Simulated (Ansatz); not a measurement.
**ZrO2: the gap against volume**

ZrO2, Fm-3m, a = 5.089 Å. This isn't the usual stable structure of the compound. Ansatz: r2SCAN, PAW, 500 eV, Γ-centred 8×8×8 mesh on 3 atoms, Gaussian smearing 0.02 eV; no spin polarisation. Symmetry fixes shape and atoms, so the cell is only scaled; x = ln(V/V0) with V0 = 10.986 Å³/atom. The gap is read at the mesh points alone.

| x | gap y (eV) |
| --- | --- |
| -0.0619 | 4.076 |
| -0.0305 | 3.981 |
| 0.0000 | 3.886 |
| 0.0296 | 3.793 |
| 0.0583 | ? |

Problem. Fit a straight line to the other rows, give the volume deformation potential of the gap and its pressure coefficient, and predict the missing gap. B0 = 257.0 GPa.

Solution. Means x = -0.01570, y = 3.9340; Σ(Δx)² = 0.004652, ΣΔxΔy = -0.01440; the slope is their ratio. y = 3.8854 − 3.0947 x. The slope is the deformation potential a = dE_g/d ln V = -3.09 eV, and dE_g/dP = −a/B0 = 12.0 meV/GPa. At x = 0.0583 the fit asked for gives 3.705 eV. The run gave 3.701 eV, so the fit is 0.004 eV too high, a small miss on the scale of the series. The form still works here, 31 % of the fitted range beyond its end.

Semilocal functionals give gaps under the measured ones; changes of the gap mostly carry over better.